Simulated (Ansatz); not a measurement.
The system is SiC (Moissanite).

```xyz
4
Lattice="3.0760 0.0000 0.0000 -1.5380 2.6639 0.0000 0.0000 0.0000 5.0480" Properties=species:S:1:pos:R:3 pbc="T T T"
Si    1.5380    0.8880    2.5240
Si    0.0000    1.7759    0.0000
C     1.5380    0.8880    4.4675
C     0.0000    1.7759    1.9435
```

Program: Ansatz 0.2.0. Alike in all runs: potentials or basis Ansatz PAW; no spin polarisation; cell as given; cutoff (eV) 420; smearing fermi-dirac 0.05 eV.

Task: Order these runs on this cell by their pressure, lowest first.
A. level rPW86-PBE; k mesh 10 × 10 × 5; points for each segment of the path 14
B. level PBEsol; k mesh 6 × 6 × 3
C. level PBE; k mesh 14 × 14 × 7
D. level LDA; k mesh 6 × 6 × 3

Result: D (-4.0 GPa), B (0.3 GPa), C (3.7 GPa), A (7.3 GPa).

Caveats: the PAW data sets come from PBE, with cores solved anew for the run's functional, which leaves a small shift of forces and pressure (some runs); the density of states is complete only up to the lowest level of the last band computed (some runs); the potentials were made for another functional, which shifts forces and pressure (some runs).

Not every run made on this cell is shown here.
